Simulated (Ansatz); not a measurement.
Crystal: C.

```
C
1.0
     0.00000    1.78337    1.78337
     1.78337    0.00000    1.78337
     1.78337    1.78337    0.00000
C
2
Direct
  0.75000 0.75000 0.75000
  0.50000 0.50000 0.50000
```

This isn't the form of C at room conditions, which is graphite.

Below is the output of Ansatz 0.2.0 for this cell. Logs are shortened: lines on timing, memory, paths and dates and some standing lists are left out, and cuts for length are marked.

```text
Warning: The stringent table, which hamiltonian.pseudopotentials names, holds the potential of the library's standard table for C (one content_sha256, or a second file that the publisher made of the same generator input, which states another). The run takes no other species from the library, so that hamiltonian.pseudopotentials.accuracy: standard would change no potential of it. The deck needs no change, but a comparison with a run at hamiltonian.pseudopotentials.accuracy: standard does not test the potential of C. To test it, run on another potential, such as that of hamiltonian.pseudopotentials: {kind: paw}
Warning: output.stress: scf.convergence.dr2_threshold = 1e-7 eV (the SCF's general default) is looser than the 2e-10 eV advised for a printed stress (1e-10 eV for each atom of the cell: 2). What an SCF threshold leaves in a stress goes as its square root, and in the free energy as the threshold itself, and one threshold admits the most on a small cell: of the crystals measured, under no hybrid functional and no lock of the moments, on runs that ended without the residual-converged pass, on stresses that held no estimate of that error, the worst erred by over 100 MPa in a component at 1e-7 eV an atom and by under 5 at 1e-10. Set scf.convergence.dr2_threshold to 2e-10 eV or tighter. The threshold is an SCF's pass mark: one that does not reach it within its budget of iterations ends unconverged, or closes short of it on a stop that the run arms, and scf.convergence.dr2_threshold's page says what that costs each kind of run
Warning: output.stress: scf.exx.energy_threshold = 1e-6 eV is looser than the 2e-8 eV advised for a stress under a hybrid functional (1e-8 eV for each atom of the cell: 2). Every SCF of the exchange loop can meet its threshold on dr2 while the loop round them stops early: no threshold on dr2 bounds what that leaves in the stress. Set scf.exx.energy_threshold to 2e-8 eV or tighter. The threshold is the loop's pass mark: a loop that does not reach it within its budget of cycles ends unconverged, and scf.exx.energy_threshold's page has the law
Warning: RAYON_NUM_THREADS=1 ignored (pool sized by the plan → 1); use --threads N
scf.n_extra_bands = 6 over 4 filled bands (N_el = 8.0): the run solves 10 bands
Engine: ansatz 0.2.0, aarch64-unknown-linux-gnu
Pseudopotentials: kind: nc
Pseudopotential: C, nc, valence charge 4, recommended cutoff 1115.666836 eV (normal), C.nc.azcp (PseudoDojo's, or run here from an input of PseudoDojo's; its table is named by hamiltonian.pseudopotentials.accuracy)
Functional definition: unnamed
  parameter a_1 = 0.25
  exchange = (1 - a_1)*pbe_x(mu = 0.12345679012345678) + a_1*exact_x
  correlation = pbe_c(beta = 0.046)
davidson cushion auto → on  (no smearing: the cushion is to keep the highest requested band from converging to the state above it; pin scf.eigensolver.cushion to override)
Crystal: 2 atoms, lattice volume = 11.344 Å³
Basis set: ecut = 1115.666836 eV, 941 PW (Γ), exchange–correlation on 60×60×60 points (8 copies of the dense FFT grid, shifted against one another)
Bands: 10, of which v1, the nominal top of the filled ones, is band 4 counted from 1 (3 counted from 0)
Symmetry: 48 space group operations
Space group: Fd-3m (ITA 227), of the structure as read, at distance tolerance 2.2e-5 Å
k-points: 20 of 343
Non-local potential: C, projectors of the file, l = 0: 2, l = 1: 2
Initial density: superposition of atomic densities (chi_scale 0.1, normalization cell)
[... 29 lines left out ...]
the search or the solves at the SCF's close seem to have found levels that the self-consistency loop had missed (the run counts 1). By its estimate they hold under 1e-12 electrons; where the run keeps them, the occupations were computed again with them
NSCF: frozen V_eff on 42 k-points
hybrid SCF converged: 2 outer / 7 inner (+3 warm-up), last move |dexx| = 2.80e-7 eV, tail = 2.29e-9 eV
Stability not checked: this state was not tested for a lower state beside it, because the functional holds exact exchange (a hybrid, or Hartree-Fock), whose exchange loop this test does not read (fock_operator; see scf.lower_state_search)
Free energy (F): -322.135858 eV
Frozen-core exchange: scaled_semilocal
Harris-Foulkes:  -322.135858 eV  (|F-HF|=4.83e-10)
Internal energy: -322.135858 eV  (E = F + TS)
E sigma→0 (E₀):  -322.135858 eV
Fermi energy:    12.470380 eV
--- Per-component energies (eV) ---
  E_band       = 19.962497
  E_kinetic    = 227.239435
  E_local      = -99.511551  (includes V_loc(G=0)·N_el)
  E_nonlocal   = -14.946962
  E_hartree    = 25.520041
  E_xc         = -90.705964
  E_vxc        = -100.319498  (∫ρ·V_xc dr)
  E_exx        = -21.769493  (= α·E_x^exact, valence–valence)
  E_ewald      = -347.961363
  E_smearing   = -0.000000  (= −TS)
  E_closure    = 0.000000  (closes the sum)
  Σ components = -322.135858   (vs F -322.135858, Δ=0.00e0)
--- Forces (eV/Å), atoms counted from 1 ---
  atom   1  C      0.00000000     0.00000000    -0.00000000
  atom   2  C      0.00000000    -0.00000000    -0.00000000
  max |Σ_I F_I| component: 1.06e-16 eV/Å
--- Stress (GPa, compression-positive) ---
       -6.910251      -0.000000      -0.000000
       -0.000000      -6.910251       0.000000
       -0.000000       0.000000      -6.910251
  P = ⅓ Tr σ = -6.9103 GPa (-69.103 kbar)
--- Band table (eV; the first three rows and the last of 20) ---
  k-point 0: bands = ["-11.2790", "12.4704", "12.4704", "12.4704", "20.1517", "20.1517", "20.1517", "28.5033", "33.8006", "41.6875"]
  k-point 1: bands = ["-10.6663", "9.1765", "11.5854", "11.5854", "21.3203", "21.3203", "21.7449", "29.0134", "34.7434", "38.0007"]
  k-point 2: bands = ["-8.8520", "3.7808", "10.2316", "10.2316", "22.8391", "22.8391", "23.0547", "30.1286", "35.6148", "37.4967"]
  k-point 19: bands = ["-2.0553", "-0.2009", "2.3531", "5.1650", "22.6904", "26.6146", "28.0601", "28.8603", "34.5423", "38.4090"]
```

Problem. What input gives this log?

Solution. Band structure with PBEsol0, no spin polarisation. The files as run (others can give the same):

input.yaml
```yaml
crystal:
  lattice:
    - [0.0, 1.78337, 1.78337]
    - [1.78337, 0.0, 1.78337]
    - [1.78337, 1.78337, 0.0]
  atoms:
    - { symbol: C, position: [0.75, 0.75, 0.75] }
    - { symbol: C, position: [0.5, 0.5, 0.5] }
hamiltonian:
  xc: { exchange: pbesol, correlation: pbesol, exx: { coeff: 0.25 } }
  pseudopotentials: { kind: nc, accuracy: stringent, xc_functional: pbesol }
kpoints:
  mp_grid: { grid: [7, 7, 7] }
  band_path:
    path:
      - [[0.0, 0.0, 0.0], [0.5, 0.0, 0.5], [0.5, 0.25, 0.75], [0.375, 0.375, 0.75], [0.0, 0.0, 0.0], [0.5, 0.5, 0.5], [0.625, 0.25, 0.625], [0.5, 0.25, 0.75], [0.5, 0.5, 0.5], [0.375, 0.375, 0.75]]
      - [[0.625, 0.25, 0.625], [0.5, 0.0, 0.5]]
    npoints: 4
scf:
  occupations: { method: fixed }
  n_extra_bands: 6
output:
  forces: true
  stress: true
  eigenvalues: true
  fatbands: false
```

Potentials or basis: PseudoDojo stringent (PBEsol files).
Launch:
```sh
$ ansatz run input.yaml --threads 1 --pin off --max-ram 2560MiB --backend cpu --events-out ev --progress --plain --runs-dir out
```

Caveat: the k mesh is coarse (spacing up to 0.44 Å⁻¹), so the values aren't converged, least of all with exact exchange; the k mesh misses the band edges, so the gap on the mesh is wider than the one along the path; the potentials were made for another functional, which shifts forces and pressure; the thresholds are loose for stress.
